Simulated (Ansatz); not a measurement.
Space group P-3m1 (No. 164). a = 3.627 Å, b = 3.627 Å, c = 5.887 Å, α = 90.00°, β = 90.00°, γ = 120.00°
| atom | site | symmetry | x | y | z |
| --- | --- | --- | --- | --- | --- |
| Zr | 1a | -3m. | 0.0000 | 0.0000 | 0.0000 |
| S | 2d | 3m. | 0.6667 | 0.3333 | 0.7532 |

Equation of state of this ZrS$_{2}$ structure (not necessarily the ground state), with shape and atoms relaxed at each volume where symmetry leaves them free. Computed with DFT PBEsol, scalar-relativistic, plane waves, PAW (Ansatz 0.2.0).

Cutoff 420 eV; k points 12×12×6 on the computed 3-atom cell (Γ-centred); Gaussian smearing, width 0.02 eV; no spin polarisation.

| V (Å³/atom) | E − E(largest V) (meV/atom) | P (GPa) | gap on mesh (eV) |
| --- | --- | --- | --- |
| 21.018 | 3.43 | 1.76 | 0.44 |
| 21.689 | -1.49 | 0.69 | 0.62 |
| 22.360 | -2.80 | 0.00 | 0.77 |
| 23.031 | -1.93 | -0.39 | 0.89 |
| 23.702 | 0.00 | -0.55 | 0.92 |

Problem. Fit a third-order Birch–Murnaghan equation to E(V).

Solution. V0 = 22.36 Å³/atom, B0 = 17 GPa, B0' = 18.6. B0' is unusual or poorly fixed by this range.

The cell holds layers, and where no dispersion correction was added their binding is poorly described.